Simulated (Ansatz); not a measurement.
# BN: zone-centre modes under pressure

BN, R3m, a = 2.504 Å, c = 10.485 Å. This isn't the usual stable structure of the compound. Ansatz: PBEsol, PAW, 420 eV, Γ-centred 12×12×12 mesh on 2 atoms, fixed occupations; no spin polarisation. Cell and atoms are relaxed at each pressure with the symmetry kept; optical modes at Γ by linear response, in cm⁻¹, matched by rank (the highest 2 distinct ones), without the LO field.

| P (GPa) | V (Å³/atom) | ω1 | ω2 |
| --- | --- | --- | --- |
| 0 | 9.490 | 756.2 | 1362.8 |
| 5 | 8.097 | 718.1 | 1384.9 |
| 11 | 7.522 | 684.8 | 1406.8 |
| 22 | 6.895 | ? | ? |

Q: Get each mode's Grüneisen parameter γ = −d ln ω/d ln V from the other rows and predict the missing frequencies.

A: ln(V/V0) = 0.0000, -0.1587, -0.2324, -0.3194; a line through ln(ω/ω0) of the 3 known rows gives ω1: γ = -0.411 (intercept 0.0032), predicted 665.4, computed 617.1; ω2: γ = 0.131 (intercept -0.0011), predicted 1419.5, computed 1439.9. The worst miss is 7.8 %: γ isn't constant over this range, and modes matched by rank may have crossed.

Each cell of BN holds layers, and where no dispersion correction was added their binding is poorly described.

Cost: 4 runs of about 3.2 core-minutes in all, on Arm Neoverse V1 (shared hosts).